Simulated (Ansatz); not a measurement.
# Gd (fcc type): the cost of one run

Computed with Ansatz 0.2.0 (DFT PBE, with the methods named in each step, unless a step's input says otherwise).

3 further runs of the same task are left out: 3 that didn't finish.

**1. Starting point**

Symmetry: Fm-3m, No. 225, cubic system. The conventional cell has a = 5.087 Å, b = 5.087 Å, c = 5.087 Å, α = 90.00°, β = 90.00°, γ = 90.00°. Gd (site symmetry m-3m) is surrounded by 12 Gd at 3.60 Å.

As a file:

```
Gd
1.0
     0.00000    2.54366    2.54366
     2.54366    0.00000    2.54366
     2.54366    2.54366    0.00000
Gd
1
Direct
  0.00000 0.00000 0.00000
```

Whether this phase is the stable one at these pressures isn't tested.

**2. The reference volume, LAPW**

Input file input.yaml:

```yaml
crystal:
  lattice:
    - [0.0, 2.5436597583, 2.5436597583]
    - [2.5436597583, 0.0, 2.5436597583]
    - [2.5436597583, 2.5436597583, 0.0]
  atoms:
    - { symbol: Gd, position: [0.0, 0.0, 0.0], spin: 7.0 }
magnetization:
  spin_polarized: true
kpoints:
  mp_grid: { grid: [13, 13, 13] }
  band_path:
    path:
      - [0.0, 0.0, 0.0]
      - [0.5, 0.0, 0.5]
      - [0.625, 0.25, 0.625]
      - [0.375, 0.375, 0.75]
      - [0.0, 0.0, 0.0]
      - [0.5, 0.5, 0.5]
      - [0.5, 0.25, 0.75]
      - [0.5, 0.0, 0.5]
    npoints: 14
scf:
  occupations: { method: fermi_dirac, width: 0.05 }
hamiltonian:
  xc: pbe
  pseudopotentials: { kind: all_electron, lapw: { basis_error: 0.001 } }
output:
  forces: true
  stress: true
  eigenvalues: true
  populations: true
  dos: { projected: true, de: 0.2, e_range: [-14, 8] }
```

Started as:

```sh
> ansatz run input.yaml --threads 1 --pin off --max-ram 3072MiB --backend cpu --events-out ev --progress --plain --runs-dir out
```

Q: Estimate wall time and peak memory on 1 thread of Arm Neoverse V1, shared host.

About 35 s, with a peak of 0.39 GiB.
